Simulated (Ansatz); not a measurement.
# The honeycomb InP bilayer (AB) between two gates, part 3 of 3

Aim: screening and gap of the neutral honeycomb InP bilayer (AB) between oppositely charged gates.

Ansatz 0.2.0; plane-wave DFT, PBE-D3(BJ), Ansatz PAW.

So far, gap along the path (eV): step 3 (gated layer, displacement field 0, start network) 0.931; step 4 (displacement field 0.905 V/nm) 0.947; step 5 (displacement field 1.81 V/nm) 0.962; step 6 (displacement field 2.71 V/nm) 0.977.

## 7. Gated layer, displacement field 3.62 V/nm

File input.yaml:

```yaml
crystal:
  lattice:
    - [4.2069748242, 0.0, 0.0]
    - [-2.1034874121, 3.6433470709, 0.0]
    - [0.0, 0.0, 38.0763790509]
  atoms:
    - { symbol: P, position: [0.6666666667, 0.3333333333, 0.4477841755] }
    - { symbol: In, position: [0.3333333333, 0.6666666667, 0.4614962554] }
    - { symbol: P, position: [0.0, 0.0, 0.5388703404] }
    - { symbol: In, position: [0.6666666667, 0.3333333333, 0.5522158245] }
  periodic: [true, true, false]
  symmetry: { detect: true }
kpoints:
  mp_grid: { grid: [42, 42, 1] }
  band_path:
    path: [[0, 0, 0], [0.5, 0, 0], [0.33333333, 0.33333333, 0], [0, 0, 0]]
    npoints: 16
hamiltonian:
  xc: pbe
  dispersion: d3bj
scf:
  occupations: { method: fermi_dirac, width: 0.02585 }
  convergence: { dr2_threshold: 1.0e-10 }
output:
  forces: true
  eigenvalues: true
  dos: { projected: true, e_range: [-3, 3], de: 0.01 }
  write_potential: true
  write_density: true
  volumetric_format: npy
  elf: true
external_charges:
  - { charge: 0, barrier: 10, axis: 3, height: 24.526, sigma: 0.25 }
  - { charge: -0.030655, axis: 3, height: 26.026, sigma: 0.5 }
  - { charge: 0, barrier: 10, axis: 3, height: 13.55, sigma: 0.25 }
  - { charge: 0.030655, axis: 3, height: 12.05, sigma: 0.5 }
```

The run is started by

```
> ansatz run input.yaml --threads 4 --pin off --max-ram 8192MiB --backend cpu --events-out ev --progress --plain --runs-dir out
```

Numbers of over 12 decimals in the logs are rounded to 6 here.

The program printed:

```text
[...]
Crystal: 4 atoms, lattice volume = 583.615 Å³
Basis set: ecut = 420 eV, 11269 PW (Γ), exchange–correlation on 60×60×512 points (8 copies of the dense FFT grid, shifted against one another)
Bands: 22, of which v1, the nominal top of the filled ones, is band 18 counted from 1 (17 counted from 0)
Symmetry: 6 space group operations
[...]
k-points: 169 of 1764 (time reversal used)
[...]
--- Band table (eV; the first three rows and the last of 169) ---
  k-point 0: bands = [... 14 lower, -5.5904, -5.5904, -5.0822, -5.0822, -4.0015, -3.7324, -1.2229, -0.6452]
  k-point 1: bands = [... 14 lower, -5.6146, -5.6019, -5.1545, -5.0911, -3.9533, -3.6602, -1.2232, -0.6681]
  k-point 2: bands = [... 14 lower, -5.6752, -5.6354, -5.3270, -5.1172, -3.8258, -3.4814, -1.2255, -0.7268]
  k-point 168: bands = [... 14 lower, -8.2769, -7.8259, -5.3889, -5.1074, -3.0113, -2.9554, 0.1032, 0.4767]
[key lines of the parts left out:]
SCF converged after 13 iterations
Free energy (F): -12707.112220 eV
Fermi energy:    -4.446251 eV
```

Wall time 84 s (4 threads of Arm Neoverse V2, shared host); peak memory 2 GiB; 5.6 min of CPU time.

Running mean over a fixed 2.5 Å (it still follows the layers) of the planar mean; beyond a gate it holds the 10 eV model barrier. Electron's electrostatic potential energy less the Fermi level against z:

z (Å), electron's electrostatic potential energy less the Fermi level (eV) and a bar from the least value:
```
        4       13.9 ############################
        5       13.9 ############################
        6       13.9 ############################
        7       13.9 ############################
        8       13.9 ############################
        9       13.9 ############################
       10       13.9 ############################
       11       13.9 ############################
       12       13.9 ############################
       13       11.4 #########################
       14        7.7 ####################
       15        4.4 ###############
       16       -0.2 ########
       17       -5.1 #
       18       -4.5 ##
       19       -0.6 ########
       20       -4.3 ##
       21       -6.0 
       22       -1.7 ######
       23        3.3 #############
       24        7.2 ###################
       25       11.5 #########################
       26       14.8 ##############################
       27       15.0 ##############################
       28       15.0 ##############################
       29       15.0 ##############################
       30       15.0 ##############################
       31       15.0 ##############################
       32       15.0 ##############################
       33       15.0 ##############################
       34       15.0 ##############################
```

The gap, the smaller of path and mesh, is 0.990 eV.

## 8. Gated layer, displacement field -1.81 V/nm

Edit input.yaml of step 7 so:

```diff
@@ -33,4 +33,4 @@
   - { charge: 0, barrier: 10, axis: 3, height: 24.526, sigma: 0.25 }
-  - { charge: -0.030655, axis: 3, height: 26.026, sigma: 0.5 }
+  - { charge: 0.015327, axis: 3, height: 26.026, sigma: 0.5 }
   - { charge: 0, barrier: 10, axis: 3, height: 13.55, sigma: 0.25 }
-  - { charge: 0.030655, axis: 3, height: 12.05, sigma: 0.5 }
+  - { charge: -0.015327, axis: 3, height: 12.05, sigma: 0.5 }
```

The program printed:

```text
[...]
Crystal: 4 atoms, lattice volume = 583.615 Å³
Basis set: ecut = 420 eV, 11269 PW (Γ), exchange–correlation on 60×60×512 points (8 copies of the dense FFT grid, shifted against one another)
Bands: 22, of which v1, the nominal top of the filled ones, is band 18 counted from 1 (17 counted from 0)
Symmetry: 6 space group operations
[...]
k-points: 169 of 1764 (time reversal used)
[...]
--- Band table (eV; the first three rows and the last of 169) ---
  k-point 0: bands = [... 14 lower, -5.7178, -5.7178, -5.0249, -5.0249, -4.0754, -3.6715, -1.5864, -0.7444]
  k-point 1: bands = [... 14 lower, -5.7323, -5.7289, -5.0962, -5.0341, -4.0304, -3.6003, -1.5844, -0.7662]
  k-point 2: bands = [... 14 lower, -5.7690, -5.7616, -5.2686, -5.0611, -3.9103, -3.4239, -1.5792, -0.8231]
  k-point 168: bands = [... 14 lower, -8.3958, -7.7754, -5.5189, -5.0539, -3.1994, -2.9232, -0.0018, 0.2992]
[key lines of the parts left out:]
SCF converged after 13 iterations
Free energy (F): -12707.068343 eV
Fermi energy:    -4.474439 eV
```

It took 86 s on 4 threads; peak memory 2 GiB; 5.7 min of CPU time.

The gap, the smaller of path and mesh, is 0.899 eV.

## 9. The series together

This step: plane-wave DFT, PBE-D3(BJ), Ansatz PAW; response to a displacement field between two gates (Ansatz 0.2.0).

The potential behind each gate is read from every run and counted from the uncharged case.

Numbers from this step:

```yaml
electrostatic_distance_between_the_gates: 7.696 Å
geometric_distance_between_the_gates: 13.98 Å
```

Electron's potential behind the upper gate less behind the lower, less the value without field. Step of the electron's potential energy between the gates against displacement field D/eps0:

| displacement field D/eps0 (V/nm) | step of the electron's potential energy between the gates (eV) |
| --- | --- |
| -1.81 | -1.39 |
| 0.00 | 0 |
| 0.90 | 0.696 |
| 1.81 | 1.39 |
| 2.71 | 2.09 |
| 3.62 | 2.79 |

The smaller of the gaps on the path and on the k-mesh, counted as 0 under 0.03 eV. Gap against displacement field D/eps0:

| displacement field D/eps0 (V/nm) | gap (eV) |
| --- | --- |
| -1.81 | 0.899 |
| 0.00 | 0.931 |
| 0.90 | 0.947 |
| 1.81 | 0.962 |
| 2.71 | 0.977 |
| 3.62 | 0.990 |

By hand: 3.62 V/nm over the 13.98 Å between the sheets would give 5.06 V in vacuum; the run has 2.79 V, as over 7.71 Å.

## 10. Varying the input

This step: plane-wave DFT, PBE-D3(BJ), Ansatz PAW (Ansatz 0.2.0).

A run with a changed input: it repeats the earlier run at 0.905 V/nm with kpoints.mp_grid.shift to [0.5, 0.5, 0.0] and basis.ecutrho_ratio to 8.

input.yaml, the sections that differ from step 8:

```yaml
kpoints:
  mp_grid: { grid: [42, 42, 1], shift: [0.5, 0.5, 0.0] }
  band_path:
    path: [[0, 0, 0], [0.5, 0, 0], [0.33333333, 0.33333333, 0], [0, 0, 0]]
    npoints: 16
output:
  forces: true
  eigenvalues: true
  write_potential: true
  write_density: true
  volumetric_format: npy
external_charges:
  - { charge: 0, barrier: 10, axis: 3, height: 24.526, sigma: 0.25 }
  - { charge: -0.007664, axis: 3, height: 26.026, sigma: 0.5 }
  - { charge: 0, barrier: 10, axis: 3, height: 13.55, sigma: 0.25 }
  - { charge: 0.007664, axis: 3, height: 12.05, sigma: 0.5 }
basis:
  ecutrho_ratio: 8
# crystal, hamiltonian, scf: as in step 8
```

The program printed:

```text
Warning: crystal.symmetry: narrowed to the stabiliser of the k-point mesh — unitary ops 6 → 2; excluded 4 operations that carry a point of the 42×42×1 mesh (shift [0.5, 0.5, 0]) off the mesh (the run samples exactly the mesh kpoints.mp_grid names, as under crystal.symmetry.detect: false, and its converged state has the mesh's symmetry, not the crystal's; ε∞, the Born charges and the force constants of a linear response (`dielectric:` by the response, `phonons.method: dfpt`) are averaged over those of the crystal's operations that the state keeps within a tolerance, where `mesh_tensors`, `unaveraged_element` or `gamma_mean_max_change_ev_ang2` stands beside them; [rest of the remark cut]
[...]
Crystal: 4 atoms, lattice volume = 583.615 Å³
Basis set: ecut = 420 eV, 11269 PW (Γ), exchange–correlation on 80×80×720 points (8 copies of the dense FFT grid, shifted against one another)
Bands: 22, of which v1, the nominal top of the filled ones, is band 18 counted from 1 (17 counted from 0)
Symmetry: 2 space group operations
k-points: 462 of 1764 (time reversal used)
[...]
SCF iter   1: F=—  HF=-12708.361229 eV  |F-HF|=—  |Δ(HF+E_count)|=         —  Δρ=1.79e-2  dr2=5.09e0  ethr=3.10e-3  ⟨swp⟩=14.5  Hψ=92117  notcnv=0
[...]
SCF iter  13: F=-12707.112534 eV  HF=-12707.112534 eV  |F-HF|=1.44e-9  |Δ(HF+E_count)|=   1.20e-9  Δρ=9.48e-8  dr2=5.17e-11  ethr=1.00e-12  ⟨swp⟩=11.8  Hψ=104058  notcnv=0
SCF 1 converged in 13 iterations: F = -12707.112534 eV  dr2 = 5.17e-11
[...]
SCF converged after 13 iterations
Free energy (F): -12707.112534 eV
[...]
Internal energy: -12707.112534 eV  (E = F + TS)
E sigma→0 (E₀):  -12707.112534 eV
Fermi energy:    -4.454575 eV
[...]
--- Forces (eV/Å), atoms and charges each counted from 1 ---
  atom   1  P     -0.00000001     0.00000001    -0.00708760
  atom   2  In     0.00000001    -0.00000000     0.01675698
  atom   3  P     -0.00000002     0.00000001    -0.00922228
  atom   4  In     0.00000001    -0.00000001    -0.00495467
  external charge   1     0.00000000     0.00000000     0.01858486
  external charge   2     0.00000000     0.00000000    -0.00034722
  external charge   3     0.00000000     0.00000000    -0.01407485
  external charge   4     0.00000000     0.00000000     0.00034636
  max |Σ_I F_I| component, the external charges' with the atoms': 1.58e-6 eV/Å
--- Band table (eV; the first three rows and the last of 462) ---
  k-point 0: bands = [... 14 lower, -5.6647, -5.6583, -5.1011, -5.0533, -3.9967, -3.6424, -1.3964, -0.7060]
  k-point 1: bands = [... 14 lower, -5.7069, -5.6854, -5.2524, -5.0761, -3.8909, -3.4874, -1.3948, -0.7564]
  k-point 2: bands = [... 14 lower, -5.7818, -5.7314, -5.4395, -5.1157, -3.7322, -3.2729, -1.3951, -0.8264]
  k-point 461: bands = [... 14 lower, -7.0162, -6.2751, -6.0700, -5.2267, -3.8957, -2.6805, -2.3323, -1.4068]
```

The job ended after 3.7 min (4 threads; peak memory 4.7 GiB; 15 min of CPU time).

Numbers from this step:

| Property | Result |
| --- | --- |
| gap on the k-mesh | 0.9580 eV |
| gap along the path | 0.9469 eV |
| smallest direct gap along the path | 1.015 eV |
| gap, the smaller of path and mesh | 0.9469 eV |
| potential beyond the upper barrier and gate, less the barrier, from the Fermi level | 4.002 eV |

Deep bands are left out, so band numbers here count from the lowest band kept and differ from the log's. The electronic bands at the labelled points (eV, zero at the Fermi level of the run, which the smearing sets inside the gap; v1 is the highest filled band, c1 the lowest empty one):

| point | v4 | v3 | v2 | v1 | c1 | c2 | c3 | c4 |
| --- | --- | --- | --- | --- | --- | --- | --- | --- |
| Γ | -1.20 | -1.20 | -0.59 | -0.59 | 0.42 | 0.76 | 3.06 | 3.77 |
| halfway | -2.61 | -1.99 | -1.29 | -0.92 | 1.36 | 2.03 | 2.75 | 3.70 |
| M | -2.56 | -1.82 | -1.61 | -0.77 | 0.56 | 1.77 | 2.12 | 3.05 |
| halfway | -3.37 | -2.70 | -1.29 | -0.68 | 1.06 | 2.00 | 3.03 | 3.66 |
| K | -3.88 | -3.34 | -0.99 | -0.62 | 1.35 | 1.52 | 4.51 | 4.87 |
| halfway | -2.54 | -2.43 | -1.81 | -0.78 | 1.80 | 2.39 | 3.14 | 3.71 |
| Γ | -1.20 | -1.20 | -0.59 | -0.59 | 0.42 | 0.76 | 3.06 | 3.77 |

The electronic bands as a text plot (rows in eV, shown from -6.2 to 3.0 only):

```
    2.9 |    +++++++         ++   ++                  +++++++
    2.5 |           ++++       +++                 ++++++
    2.1 |      ++++++++++++++++ +++++          ++++      +++
    1.7 |    ++          +++++++     ++++++++++ ++++++++++  +
    1.3 |  ++++++++++               ++++++++++++          ++ ++
    0.9 |++ +        ++++       ++++                        +++++
    0.5 |+++             +++++++                               ++
    0.1 |
   -0.2 |
   -0.6 |****        *********************************      *****
   -1.0 |* **********                ********         ********* *
   -1.4 | *****    ***         ******        ***      *** ******
   -1.8 |**  ******   *********                 *** ** ***  *  **
   -2.2 |  **  *   ******      ***                 *  *   ** **
   -2.6 |    ** ******  ********  **            **********  *
   -2.9 |      *                **  **       *** **       **
   -3.3 |   *******               *** *******  **      ********
   -3.7 |***    *  *                 **********       ****     **
   -4.1 |        ** *                               ***
   -4.5 |          * *                             ***
   -4.9 |           * ***                       ****
   -5.3 |            *** ***                 *** **
   -5.6 |               *   *****************  **
   -6.0 |                **********************
         Γ                   M           K                      Γ
```

| quantity | this run | earlier run | difference |
| --- | --- | --- | --- |
| gap along the path (eV) | 0.9469 | 0.9469 | 2.0e-6 |
| smallest direct gap along the path (eV) | 1.015 | 1.015 | 2.0e-6 |
| potential beyond the upper barrier and gate, less the barrier, from the Fermi level (eV) | 4.002 | 4.002 | -1.0e-4 |

Nothing in the table moves by 0.01 in its unit.

## 11. The same run with other settings

An input spoilt on purpose, to show how the run answers: it repeats the earlier run at 0.905 V/nm with crystal.lattice to [[7.95003013, -0.0, -0.0], [-3.97501506, 6.88492805, 0.0], [0.0, 0.0, 71.95392729]], and scf.max_iter set to 60.

The cell differs from the one that the last finished run ended in (a 4.207 → 7.950 Å, b 4.207 → 7.950 Å, c 38.076 → 71.954 Å).

Edit input.yaml of step 10 so:

```diff
@@ -2,5 +2,5 @@
   lattice:
-    - [4.2069748242, 0.0, 0.0]
-    - [-2.1034874121, 3.6433470709, 0.0]
-    - [0.0, 0.0, 38.0763790509]
+    - [7.95003013, 0.0, 0.0]
+    - [-3.97501506, 6.88492805, 0.0]
+    - [0.0, 0.0, 71.95392729]
   atoms:
@@ -13,3 +13,3 @@
 kpoints:
-  mp_grid: { grid: [42, 42, 1], shift: [0.5, 0.5, 0.0] }
+  mp_grid: { grid: [42, 42, 1] }
   band_path:
@@ -23,2 +23,3 @@
   convergence: { dr2_threshold: 1.0e-10 }
+  max_iter: 60
 output:
@@ -34,3 +35 @@
   - { charge: 0.007664, axis: 3, height: 12.05, sigma: 0.5 }
-basis:
-  ecutrho_ratio: 8
```

The program printed:

```text
Engine: ansatz 0.2.0, aarch64-unknown-linux-gnu
Pseudopotentials: kind: paw
Pseudopotential: P, paw, valence charge 5, recommended cutoff 420 eV (normal), P.paw.azcp
Pseudopotential: In, paw, valence charge 13, recommended cutoff 420 eV (normal), In.paw.azcp
Functional definition: PBE
  parameter kappa = 0.804
  parameter beta = 0.066725
  exchange = pbe_x(kappa = kappa, mu = beta*pi^2/3)
  correlation = pbe_c(beta = beta)
Crystal: 4 atoms, lattice volume = 3938.426 Å³
Basis set: ecut = 420 eV, 76915 PW (Γ), exchange–correlation on 108×108×972 points (8 copies of the dense FFT grid, shifted against one another)
Bands: 22, of which v1, the nominal top of the filled ones, is band 18 counted from 1 (17 counted from 0)
Symmetry: 6 space group operations
Space group: P3m1 (ITA 156), of the structure as read, at distance tolerance 1.6e-4 Å
k-points: 169 of 1764 (time reversal used)
Non-local potential: P, projectors of the file, l = 0: 2, l = 1: 2, l = 2: 2
Non-local potential: In, projectors of the file, l = 0: 2, l = 1: 2, l = 2: 2, l = 3: 2
PAW form: soft (Blöchl's): semilocal exchange-correlation on the pseudo side does not see the compensation charge
PAW one-centre angular grid: P, 110 points (default); XC on 64 Gauss nodes
PAW one-centre angular grid: In, 590 points (default); XC on 64 Gauss nodes
Initial density: superposition of atomic densities (neutral atoms: chi_scale 0, normalization atom), corrected by the library's trained network
Initial wavefunctions: pseudopotential atomic-orbital guess
Functional: x = pbe(κ = 0.804, μ = 0.219515), c = pbe(β = 0.066725)
SCF iter   1: F=—  HF=-12697.862466 eV  |F-HF|=—  |Δ(HF+E_count)|=         —  Δρ=9.88e-3  dr2=5.16e1  ethr=1.77e-3  ⟨swp⟩=5.0  Hψ=15006  notcnv=0
preconditioner: auto → LDOS  [metal: Δε(μ)=0.000 eV  Ē_g=2.482 eV  σ=0.026 eV  W_gap=0.00  n_scr=142 (ndim 8)  ℏωp=2.0 eV  f_vac=0.866  D(μ)=29.09/eV (n_scr^D=128)  β→1.0]
SCF iter   2: F=—  HF=-12899.522331 eV  |F-HF|=—  |Δ(HF+E_count)|=    2.02e2  Δρ=3.41e-2  dr2=9.31e2  ethr=1.77e-3  ⟨swp⟩=20.0  Hψ=27625  notcnv=662  defer=5  recentre
preconditioner: auto → Resta (q_TF=auto, 1.248 Å⁻¹)  ε∞=1.5  [insulator: Δε(μ)=1.001 eV  Ē_g=4.089 eV  σ=0.026 eV  W_gap=1.00  n_scr=142 (ndim 8)  ℏωp=2.9 eV  f_vac=0.895  D(μ)=0.00/eV (n_scr^D=0)  ε∞_Penn≈1.5  vacuum switching on, ρ_ref=1.2e-3 e/Å³  β→0.5]
SCF iter   3: F=—  HF=-12704.816655 eV  |F-HF|=—  |Δ(HF+E_count)|=    1.95e2  Δρ=1.82e-2  dr2=2.08e2  ethr=1.77e-3  ⟨swp⟩=9.2  Hψ=18203  notcnv=24  defer=358  reapply=12
SCF iter   4: F=—  HF=-12696.192426 eV  |F-HF|=—  |Δ(HF+E_count)|=    8.62e0  Δρ=6.37e-3  dr2=7.91e0  ethr=1.77e-3  ⟨swp⟩=16.3  Hψ=17810  notcnv=1  defer=46
SCF iter   5: F=—  HF=-12698.596839 eV  |F-HF|=—  |Δ(HF+E_count)|=    2.40e0  Δρ=1.19e-2  dr2=6.71e1  ethr=1.77e-3  ⟨swp⟩=5.7  Hψ=9252  notcnv=0  defer=28  recentre
SCF iter   6: F=—  HF=-12698.845945 eV  |F-HF|=—  |Δ(HF+E_count)|=   2.49e-1  Δρ=1.20e-2  dr2=6.75e1  ethr=1.77e-3  ⟨swp⟩=2.2  Hψ=7477  notcnv=0  defer=29
SCF iter   7: F=—  HF=-12696.334323 eV  |F-HF|=—  |Δ(HF+E_count)|=    2.51e0  Δρ=3.96e-3  dr2=3.54e0  ethr=1.77e-3  ⟨swp⟩=4.1  Hψ=8936  notcnv=0  defer=23
SCF iter   8: F=—  HF=-12701.533919 eV  |F-HF|=—  |Δ(HF+E_count)|=    5.20e0  Δρ=1.36e-2  dr2=7.84e1  ethr=1.77e-3  ⟨swp⟩=8.0  Hψ=11382  notcnv=0  defer=224  recentre
SCF iter   9: F=—  HF=-12701.620975 eV  |F-HF|=—  |Δ(HF+E_count)|=   8.71e-2  Δρ=1.35e-2  dr2=7.85e1  ethr=1.77e-3  ⟨swp⟩=3.8  Hψ=7872  notcnv=0  defer=68
SCF iter  10: F=—  HF=-12697.582923 eV  |F-HF|=—  |Δ(HF+E_count)|=    4.04e0  Δρ=1.16e-2  dr2=6.49e1  ethr=1.77e-3  ⟨swp⟩=8.0  Hψ=11450  notcnv=0  defer=68
[...]
SCF iter  19: F=—  HF=-12695.720969 eV  |F-HF|=—  |Δ(HF+E_count)|=   3.19e-2  Δρ=4.56e-3  dr2=1.39e1  ethr=1.39e-3  ⟨swp⟩=2.2  Hψ=7465  notcnv=0  defer=27  recentre
SCF iter  20: F=—  HF=-12695.720137 eV  |F-HF|=—  |Δ(HF+E_count)|=   8.32e-4  Δρ=4.83e-3  dr2=1.40e1  ethr=1.39e-3  ⟨swp⟩=2.2  Hψ=7462  notcnv=0  defer=19
SCF iter  21: F=—  HF=-12695.691423 eV  |F-HF|=—  |Δ(HF+E_count)|=   2.87e-2  Δρ=3.06e-3  dr2=4.86e0  ethr=1.39e-3  ⟨swp⟩=2.1  Hψ=7453  notcnv=0  defer=17
SCF iter  22: F=—  HF=-12695.672231 eV  |F-HF|=—  |Δ(HF+E_count)|=   1.92e-2  Δρ=4.31e-4  dr2=5.38e-2  ethr=1.39e-3  ⟨swp⟩=2.1  Hψ=7453  notcnv=0  defer=17
SCF iter  23: F=—  HF=-12695.671847 eV  |F-HF|=—  |Δ(HF+E_count)|=   3.84e-4  Δρ=2.48e-4  dr2=1.01e-2  ethr=1.49e-4  ⟨swp⟩=2.3  Hψ=7478  notcnv=0  defer=44
SCF iter  24: F=—  HF=-12695.677305 eV  |F-HF|=—  |Δ(HF+E_count)|=   5.46e-3  Δρ=1.63e-3  dr2=1.44e0  ethr=2.81e-5  ⟨swp⟩=5.9  Hψ=9488  notcnv=0  defer=320  recentre
SCF iter  25: F=—  HF=-12695.671471 eV  |F-HF|=—  |Δ(HF+E_count)|=   5.83e-3  Δρ=3.04e-4  dr2=3.74e-2  ethr=2.81e-5  ⟨swp⟩=3.3  Hψ=7814  notcnv=0  defer=285
SCF iter  26: F=—  HF=-12695.671352 eV  |F-HF|=—  |Δ(HF+E_count)|=   1.19e-4  Δρ=1.76e-4  dr2=1.89e-2  ethr=2.81e-5  ⟨swp⟩=3.7  Hψ=7800  notcnv=0  defer=172
SCF iter  27: F=—  HF=-12695.671764 eV  |F-HF|=—  |Δ(HF+E_count)|=   4.12e-4  Δρ=1.66e-4  dr2=2.04e-2  ethr=2.81e-5  ⟨swp⟩=5.6  Hψ=8850  notcnv=0  defer=176
SCF iter  28: F=—  HF=-12695.671490 eV  |F-HF|=—  |Δ(HF+E_count)|=   2.74e-4  Δρ=1.00e-4  dr2=2.00e-3  ethr=2.81e-5  ⟨swp⟩=2.9  Hψ=7490  notcnv=0  defer=150
```

Elapsed: 10 min, on 4 threads; peak memory 7 GiB.

Residual by cycle:

cycle, log10 residual and a bar from the least value:
```
        1        1.7 ##########################
        3        2.3 ##############################
        6        1.8 ###########################
        8        1.9 ###########################
       11        0.8 #####################
       13        0.7 ####################
       16        1.7 ###########################
       18        0.6 ####################
       21        0.7 ####################
       23       -2.0 ####
       26       -1.7 ######
       28       -2.7
```

The run was cut off at its time limit.

After 28 cycles the residual stands at 0.0020.

The fault put into the input: a lattice typed in bohr.

## 12. Outcome

* gap with uncharged gates: 0.931 eV
* electrostatic distance between the gates: 7.70 Å
* geometric distance between the gates: 14.0 Å
* gap at 3.62 V/nm: 0.990 eV

The gap goes from 0.93 to 0.99 eV at 3.6 V/nm. The layers screen the field: the voltage is that of a vacuum gap 6.3 Å narrower than the real distance. The gates are charged sheets behind model barriers, not atoms. Gaps are the smaller of those on the path and on the mesh; band edges between these points would make them smaller still. Spin-orbit coupling is left out, which matters for the bands of elements this heavy.

[Logs are printed without paths, hosts, clocks, repeated set-up lines and the standing remarks that a program may print on its own settings, such as how far it seeks lower states.]

[Hosts, paths, dates, database ids (printed as entryN), source tags and the programs' standing remarks are cut or masked in the printed files.]

[Maps of the electrostatic potential energy from Ansatz leave out the sawtooth potential of an applied field or a dipole correction, so their vacuum need not be flat; planar profiles and work functions include it.]
